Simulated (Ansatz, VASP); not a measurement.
# Pt: VASP beside Ansatz

```xyz
1
Lattice="0.0000 1.9961 1.9961 1.9961 0.0000 1.9961 1.9961 1.9961 0.0000" Properties=species:S:1:pos:R:3 pbc="T T T"
Pt    0.0000    0.0000    0.0000
```

Alike in both runs: task single point; functional RPBE; k mesh 22 × 22 × 22; occupations fermi-dirac, width 0.05 eV; collinear spin.

```csv
,VASP,Ansatz
version,VASP 6.6.1,Ansatz 0.2.0
potentials or method,"VASP PAW PBE potentials, release 64 (Pt)","plane waves (420 eV) with PAW, scalar-relativistic"
plane-wave cutoff (eV),520,420
valence electrons in the cell,10,18
```

```tsv
	VASP	Ansatz	Ansatz less VASP
net moment per atom (μB)	0.00	0.00	0.000
```

The two sets of potentials don't hold the same shells in valence. Ansatz warned: «seeded_moment_not_kept».

 Spin-orbit coupling is left out, which matters for the levels of Pt.
